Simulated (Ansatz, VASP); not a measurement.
**Two plane-wave programs on C**

```
C
1.0
     1.24273    0.71749    3.38929
    -1.24273    0.71749    3.38929
     0.00000   -1.43498    3.38929
C
2
Direct
  0.16848 0.16848 0.16848
  0.83152 0.83152 0.83152
```

Change from the starting cell: mode 4 frozen in at +0.019 Å, equal normal strain along x, y and z +0.0083.

Alike in both runs: task single point; functional PBE; dispersion D3(BJ); k mesh 15 × 15 × 15; occupations gaussian, width 0.05 eV; no spin polarisation.

|  | VASP | Ansatz |
| --- | --- | --- |
| version | VASP 6.6.1 | Ansatz 0.2.0 |
| potentials or method | VASP PAW PBE potentials, release 64 (C) | scalar-relativistic, plane waves, PAW |
| plane-wave cutoff (eV) | 520 | 520 |
| valence electrons in the cell | 8 | 8 |

|  | VASP | Ansatz | Ansatz less VASP |
| --- | --- | --- | --- |
| gap on the k mesh at the Fermi level (eV) | 0.57 | 0.57 | 0.000 |
| least direct gap on the mesh (eV) | 0.57 | 0.57 | 0.000 |
| pressure (GPa) | -6.6 | -7.0 | -0.40 |
| largest component of the traceless stress (GPa) | 6.12 | 6.62 | +0.500 |
| rms of the force components (eV/Å) | 0.364 | 0.366 | +0.0012 |

Atom by atom the forces differ by 0.001 eV/Å (rms over components).

Caveats: an odd mesh through Γ misses points on the zone boundary, where band edges often lie.
